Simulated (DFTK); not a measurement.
The system is Na.

```
Na
1.0
    -2.14100    2.14100    2.14100
     2.14100   -2.14100    2.14100
     2.14100    2.14100   -2.14100
Na
1
Cartesian
  0.0000 0.0000 0.0000
```

```yaml
Program: DFTK 0.8.2
Task: single point
Functional: PBE
Potentials_or_basis: dojo.nc.sr.pbe.v0_4_1.standard.upf (PBE)
Cutoff: 1197 eV
k_mesh: 9 × 9 × 9
Occupations: fermi-dirac, width 0.05 eV
Spin: no spin polarisation
```

On this cell: pressure -0.4 GPa; band gap on the k mesh none (metal or under the smearing width).

The same run follows on a disturbed copy (cell strained at random at fixed volume):

```
Na
1.0
    -2.05761    2.14356    2.19933
     2.10814   -2.08308    2.18937
     2.09200    2.11746   -2.13885
Na
1
Cartesian
  -0.0089 -0.0136 0.0080
```

Task: What does the disturbed cell give?

Result: The energy (extrapolated to zero smearing) moves by +1.9 meV/atom; pressure -0.4 GPa; band gap on the k mesh none (metal or under the smearing width).

Stress tensor (GPa, compression positive):
```
-0.38 -0.09 -0.15
-0.09 -0.36 -0.20
-0.15 -0.20 -0.50
```
